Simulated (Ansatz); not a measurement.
# ZrN: computed DOS

```yaml
crystal:
  lattice:
    - [0.00000, 2.28423, 2.28423]
    - [2.28423, 0.00000, 2.28423]
    - [2.28423, 2.28423, 0.00000]
  atoms:
    - { symbol: Zr, position: [0.00000, 0.00000, 0.00000] }
    - { symbol: N, position: [0.50000, 0.50000, 0.50000] }
```

The cell comes from COD entry 4303945, which wasn't checked; take it as a given geometry.

Spin polarisation is left out, and whether a magnetic state lies lower isn't shown here.

These are results of Ansatz 0.2.0, DFT, LDA, all-electron LAPW, scalar-relativistic, not measurements.

Numerical set-up: a Γ-centred 9×9×9 k mesh, Fermi–Dirac smearing of 0.03 eV, basis error target 0.25 meV/atom, no spin polarisation.

States per eV and cell, averaged over 0.6 eV, from -7.6 to 1.2 eV, with energies (bin centres) from the Fermi level; empty bins are left out. The partial columns, the largest 5 alone, are projections on Löwdin-orthogonalised atomic shells (those that the program's projection atoms carry: the occupied ones and, for some elements, an empty d or f shell; other empty shells have no column), summed over atoms of an element. Weights on diffuse s and p shells depend on that basis and aren't pure angular character.

```json
{"E (eV)": "-7.4", "total": "0.16", "N 2p": "0.08", "Zr 4d": "0.06", "Zr 5s": "0.02", "Zr 4p": "0.00", "N 2s": "0.00"}
{"E (eV)": "-6.8", "total": "0.73", "N 2p": "0.39", "Zr 4d": "0.23", "Zr 5s": "0.07", "Zr 4p": "0.01", "N 2s": "0.01"}
{"E (eV)": "-6.2", "total": "1.17", "N 2p": "0.69", "Zr 4d": "0.32", "Zr 5s": "0.11", "Zr 4p": "0.02", "N 2s": "0.01"}
{"E (eV)": "-5.6", "total": "1.43", "N 2p": "0.89", "Zr 4d": "0.43", "Zr 5s": "0.06", "Zr 4p": "0.02", "N 2s": "0.01"}
{"E (eV)": "-5.0", "total": "3.15", "N 2p": "2.06", "Zr 4d": "0.94", "Zr 5s": "0.02", "Zr 4p": "0.07", "N 2s": "0.03"}
{"E (eV)": "-4.4", "total": "2.17", "N 2p": "1.41", "Zr 4d": "0.67", "Zr 5s": "0.00", "Zr 4p": "0.06", "N 2s": "0.01"}
{"E (eV)": "-3.8", "total": "0.94", "N 2p": "0.66", "Zr 4d": "0.25", "Zr 5s": "0.00", "Zr 4p": "0.02", "N 2s": "0.00"}
{"E (eV)": "-3.2", "total": "0.24", "N 2p": "0.20", "Zr 4d": "0.04", "Zr 5s": "0.00", "Zr 4p": "0.00", "N 2s": "0.00"}
{"E (eV)": "-2.6", "total": "0.08", "N 2p": "0.04", "Zr 4d": "0.04", "Zr 5s": "0.00", "Zr 4p": "0.00", "N 2s": "0.00"}
{"E (eV)": "-2.0", "total": "0.19", "N 2p": "0.06", "Zr 4d": "0.13", "Zr 5s": "0.00", "Zr 4p": "0.00", "N 2s": "0.00"}
{"E (eV)": "-1.4", "total": "0.31", "N 2p": "0.08", "Zr 4d": "0.22", "Zr 5s": "0.00", "Zr 4p": "0.00", "N 2s": "0.00"}
{"E (eV)": "-0.8", "total": "0.45", "N 2p": "0.10", "Zr 4d": "0.33", "Zr 5s": "0.00", "Zr 4p": "0.00", "N 2s": "0.00"}
{"E (eV)": "-0.2", "total": "0.63", "N 2p": "0.12", "Zr 4d": "0.48", "Zr 5s": "0.01", "Zr 4p": "0.00", "N 2s": "0.00"}
{"E (eV)": "0.4", "total": "0.79", "N 2p": "0.16", "Zr 4d": "0.60", "Zr 5s": "0.01", "Zr 4p": "0.00", "N 2s": "0.01"}
{"E (eV)": "1.0", "total": "0.87", "N 2p": "0.14", "Zr 4d": "0.68", "Zr 5s": "0.01", "Zr 4p": "0.00", "N 2s": "0.01"}
```

Which of the resolved shells contributes most within 0.3 eV of the Fermi level?

Zr 4d, with 76 % of all states there; N 2p follows with 20 %.

Where is the centre of the filled Zr 4d states between -14 eV and the top of the filled states?

-4.09 eV from the Fermi level.
